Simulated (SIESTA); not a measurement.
Au in SIESTA: the effect of dispersion

The system is Au, a slab with vacuum.

```
CELL_PARAMETERS angstrom
2.90000 0.00000 0.00000
-1.45000 2.51147 0.00000
0.00000 0.00000 29.64000
ATOMIC_POSITIONS crystal
Au 0.33333 0.66667 0.25304
Au 0.66667 0.33333 0.33536
Au 0.33333 0.66667 0.41768
Au 0.66667 0.33333 0.50000
Au 0.33333 0.66667 0.58232
Au 0.66667 0.33333 0.66464
Au 0.33333 0.66667 0.74696
```

The slab is cut from a database's or a generator's crystal, which needn't be the stable form of the element.

Alike in all runs:

```yaml
Program: SIESTA 5.4.2
Task: single point
Functional: PBE
Potentials_or_basis: PseudoDojo 0.4 standard (PBE files)
Basis: DZP (energy shift 0.003 Ry; two zetas on semicore shells)
Grid_cutoff: 800 Ry
Energy_shift: 0.003 Ry
k_mesh: 11 × 11 × 1
Occupations: fermi-dirac, width 0.05 eV
Spin: no spin polarisation
```

```csv
dispersion,largest force (eV/Å)
none,0.16
D3,?
D3(BJ),0.21
D4,0.20
```

Task: What does the run with dispersion D3 give?

Result: Largest force 0.23 eV/Å.
